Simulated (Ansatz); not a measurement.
AlN (rocksalt), relaxed with r2SCAN, was run in the PAW code Ansatz under altered settings. All numbers are computed, without spin polarisation but where a row says otherwise.

```yaml
crystal:
  lattice:
    - [0.00000, 2.01887, 2.01887]
    - [2.01887, 0.00000, 2.01887]
    - [2.01887, 2.01887, 0.00000]
  atoms:
    - { symbol: Al, position: [0.00000, 0.00000, 0.00000] }
    - { symbol: N, position: [0.50000, 0.50000, 0.50000] }
```

The base run's other keys:
```yaml
kpoints:
  mp_grid: { grid: [6, 6, 6] }
hamiltonian:
  xc: hse06
scf:
  occupations: { method: fixed }
  n_extra_bands: 4
```

It takes 10 iterations with 331 plane waves at 420 eV and 16 k points, and leaves a mean stress of -1.54 GPa. The gap over this mesh is 6.082 eV.

Outcomes, with energy and stress as changes against the base:
```csv
setting,outcome,ΔF (meV/atom),Δ mean stress (GPa),gap on the mesh (eV),iterations
"PBE hybrid, exx coeff 0.1, omega 0.2078 1/Å",converged,–,+4.7,5.223,9
"PBE hybrid, exx coeff 0.5, omega 0.1 1/Å",converged,–,-7.7,8.296,13
hamiltonian.xc: hf,converged,–,-1.9,14.062,17
basis.ecutrho_ratio: 12,converged,0.0,0.0,6.082,11
```
A dash marks a value that wasn't obtained or can't be compared. Stress is positive in compression.

- PBE hybrid, exx coeff 0.1, omega 0.2078 1/Å. That is 10 % exact exchange, screened with ω = 0.2078 1/Å, against HSE06's 25 % screened at 0.208 1/Å. The mean stress moves by +4.7 GPa and the gap on the mesh by -0.859 eV (to 5.223). Totals of different functionals aren't comparable.
- PBE hybrid, exx coeff 0.5, omega 0.1 1/Å. That is 50 % exact exchange, screened with ω = 0.1 1/Å, against HSE06's 25 % screened at 0.208 1/Å. The mean stress moves by -7.7 GPa and the gap on the mesh by +2.214 eV (to 8.296). Totals of different functionals aren't comparable. The program warns that on this mesh the truncation of the exchange isn't bounded, so part of the change can be an error of the mesh.
- hamiltonian.xc: hf. The mean stress moves by -1.9 GPa and the gap on the mesh by +7.980 eV (to 14.062). It's another functional on the same cell, so totals aren't comparable.

Within 1 meV an atom, 0.1 GPa and 0.005 eV of the base stay: basis.ecutrho_ratio: 12.

The program warns that its thresholds are loose for a hybrid's stress.

The meshes of the hybrids are coarse, so their gaps aren't converged to the digits shown.
